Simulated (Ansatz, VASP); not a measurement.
Si3Mo in VASP and in Ansatz

```
Si Mo
1.0
     0.00000    3.06257    3.06257
     3.06257    0.00000    3.06257
     3.06257    3.06257    0.00000
Si Mo
3 1
Direct
  0.25000 0.25000 0.25000
  0.50000 0.50000 0.50000
  0.75000 0.75000 0.75000
  0.00000 0.00000 0.00000
```

Change from the starting cell: species swapped into the Li3Mg type (Fm-3m, No. 225).

Alike in both runs: functional PBE; k mesh 4 × 4 × 4; occupations gaussian, width 0.1 eV; no spin polarisation.

Ansatz relaxed the structure, and its values are those at the end. VASP's run is a single point on that final structure, the one shown.

```csv
,VASP,Ansatz
version,VASP 6.6.1,Ansatz 0.2.0
potentials or method,"VASP PAW PBE potentials, release 64 (Si, Mo_sv)","scalar-relativistic, plane waves, PAW"
plane-wave cutoff (eV),520,420
valence electrons in the cell,26,26
```

```csv
,VASP,Ansatz,Ansatz less VASP
gap on the k mesh at the Fermi level (eV),none,none,-
pressure (GPa),0.1,0.0,-0.08
```

A gap of «none» marks a metal or a gap that the smearing closes. With one functional, cell and mesh, what is left measures potentials, basis and numerics.

Caveats: the k mesh is coarse (spacing up to 0.44 Å⁻¹), so the values aren't converged.
